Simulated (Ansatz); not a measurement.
# RbBr in Ansatz: the effect of functional

The system is RbBr.

```
CELL_PARAMETERS angstrom
0.00000 3.42700 3.42700
3.42700 0.00000 3.42700
3.42700 3.42700 0.00000
ATOMIC_POSITIONS crystal
Rb 0.00000 0.00000 0.00000
Br 0.50000 0.50000 0.50000
```

Alike in all runs:

| Property | Result |
| --- | --- |
| Program | Ansatz 0.2.0 |
| Task | single point |
| Potentials or basis | all-electron PAW datasets made for the crystal |
| k mesh | 6 × 6 × 6 |
| Occupations | fermi-dirac, width 0.05 eV |
| Spin | no spin polarisation |

```csv
functional,cutoff,gap on the mesh (eV),pressure (GPa)
PBEsol,200 eV (chosen from the basis error),?,?
HSE06,220 eV (chosen from the basis error),5.52,0.8
PBE0,220 eV (chosen from the basis error),6.24,0.7
```

Task: What does the run with functional PBEsol give?

Result: gap on the mesh 4.21 eV; pressure -0.1 GPa.

